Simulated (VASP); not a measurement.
Output of a VASP run:

**OSZICAR**
```
       N       E                     dE             d eps       ncg     rms          rms(c)
DAV:   1     0.244940417936E+03    0.24494E+03   -0.15043E+04   512   0.170E+03
DAV:   2    -0.756015874880E+01   -0.25250E+03   -0.24771E+03   672   0.411E+02
DAV:   3    -0.182826456899E+02   -0.10722E+02   -0.10715E+02   560   0.949E+01
DAV:   4    -0.186497724120E+02   -0.36713E+00   -0.36700E+00   896   0.141E+01
DAV:   5    -0.186525901164E+02   -0.28177E-02   -0.28177E-02   560   0.122E+00    0.803E+00
DAV:   6    -0.173166117010E+02    0.13360E+01   -0.73832E+00   536   0.191E+01    0.315E+00
DAV:   7    -0.173210708216E+02   -0.44591E-02   -0.19479E-01   680   0.397E+00    0.168E+00
DAV:   8    -0.173395701894E+02   -0.18499E-01   -0.34405E-02   656   0.234E+00    0.202E-01
DAV:   9    -0.173440425167E+02   -0.44723E-02   -0.83856E-03   656   0.724E-01    0.137E-01
DAV:  10    -0.173449777212E+02   -0.93520E-03   -0.14439E-03   624   0.290E-01    0.333E-02
DAV:  11    -0.173449875474E+02   -0.98263E-05   -0.97686E-05   680   0.895E-02    0.158E-02
DAV:  12    -0.173449952479E+02   -0.77005E-05   -0.23938E-05   664   0.470E-02    0.367E-03
DAV:  13    -0.173449955845E+02   -0.33666E-06   -0.43039E-06   688   0.172E-02    0.412E-03
DAV:  14    -0.173449951033E+02    0.48126E-06   -0.10968E-06   664   0.989E-03    0.709E-04
DAV:  15    -0.173449950961E+02    0.71977E-08   -0.41969E-08   424   0.211E-03
   1 F= -.17344995E+02 E0= -.17344995E+02  d E =-.177612E-12
```

### OUTCAR
```
------------------------ aborting loop because EDIFF is reached ----------------------------------------
  FORCE on cell =-STRESS in cart. coord.  units (eV):
  Direction    XX          YY          ZZ          XY          YZ          ZX
  --------------------------------------------------------------------------------------
  Total       -0.0317537     -0.0317537     -0.0317537      0.0000000      0.0000000      0.0000000
  in kB       -1.2124323     -1.2124323     -1.2124323      0.0000000      0.0000000      0.0000000
  external PRESSURE =      -1.2124323 kB  Pullay stress =       0.0000000 kB
  volume of cell :       41.96
      direct lattice vectors                 reciprocal lattice vectors
     0.000000000  2.758073429  2.758073429    -0.181285964  0.181285964  0.181285964
     2.758073429  0.000000000  2.758073429     0.181285964 -0.181285964  0.181285964
     2.758073429  2.758073429  0.000000000     0.181285964  0.181285964 -0.181285964
 POSITION                                       TOTAL-FORCE (eV/Angst)
 -----------------------------------------------------------------------------------
      0.00000      0.00000      0.00000         0.000000     -0.000000      0.000000
      1.37904      1.37904      1.37904         0.000000      0.000000      0.000000
      4.13711      4.13711      4.13711        -0.000000     -0.000000     -0.000000
 -----------------------------------------------------------------------------------
    total drift:                                0.000000     -0.000000      0.000000
  FREE ENERGIE OF THE ION-ELECTRON SYSTEM (eV)
  ---------------------------------------------------
  free  energy   TOTEN  =       -17.3449950961 eV

  energy  without entropy=      -17.3449950961  energy(sigma->0) =      -17.34499510
```
(Selected blocks of OUTCAR.)

File POSCAR:
```
CaF2
1
    0.0000000000     2.7580734293     2.7580734293
    2.7580734293     0.0000000000     2.7580734293
    2.7580734293     2.7580734293     0.0000000000
Ca F
1 2
Direct
  0.0000000000   0.0000000000   0.0000000000
  0.2500000000   0.2500000000   0.2500000000
  0.7500000000   0.7500000000   0.7500000000
```

Task: Reconstruct the remaining input files.

Result: This is not unique; one that fits is the input of the run itself, PBE GGA, plane waves, VASP's PBE PAW potentials (set 64).

**KPOINTS**
```
Regular mesh
0
gamma
 6 6 6
0 0 0
```

**INCAR**
```
! general
SYSTEM = CaF2
PREC   = Accurate
ENCUT  = 600   ! plane-wave cut-off (eV)
LREAL  = .FALSE.   ! projection in real space or not
LASPH  = .TRUE.

! electronic loop
EDIFF  = 1E-7
NELM   = 100
ALGO   = Normal   ! blocked Davidson

! smearing
ISMEAR = 0
SIGMA  = 0.05

! functional
GGA    = PE   ! PBE

! ions
ISIF   = 2   ! forces and stress, cell fixed

! output
LWAVE  = .FALSE.
LCHARG = .FALSE.
```

POTCAR, in this order: Ca_sv F (PBE.64 set). Program: vasp_std.

The compound is CaF2 in the fluorite structure. It was relaxed first.
